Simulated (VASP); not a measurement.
A run of VASP 6.6.1:

File INCAR:

```
PREC = Accurate ; ENCUT = 520
EDIFF = 1E-6 ; ISMEAR = 0
SIGMA = 0.02 ; LREAL = F
LASPH = T ; NELM = 100
ALGO = Normal ; ISIF = 2
LWAVE = F ; LCHARG = F
GGA = PE ; NBANDS = 15
```

The input KPOINTS:

```
Automatic mesh
0
Gamma
  6 6 6
```

Contents of POSCAR:

```
CsI
1.0
    4.8166353284      0.0000000000      0.0000000000
    0.0000000000      4.8166353284      0.0000000000
    0.0000000000      0.0000000000      4.8166353284
Cs I
1 1
Direct
    0.0000000000      0.0000000000      0.0000000000
    0.5000000000      0.5000000000      0.5000000000
```

Potentials or basis: VASP PAW PBE potentials, release 64 (Cs_sv, I).

Command:

```sh
$ cat potpaw_PBE.64/Cs_sv/POTCAR potpaw_PBE.64/I/POTCAR > POTCAR
$ mpirun -np 1 vasp_std > vasp.out
```

Hardware: 1 thread of Intel(R) Xeon(R) Platinum 8375C CPU @ 2.90GHz (Ice Lake) (shared host).

Task: Estimate the wall time of this run.

Result: Run time: 20 s on 1 thread of Intel(R) Xeon(R) Platinum 8375C CPU @ 2.90GHz (Ice Lake), with other jobs on the host, peak memory 0.21 GiB. Counts: scf iterations 13, k points 20.
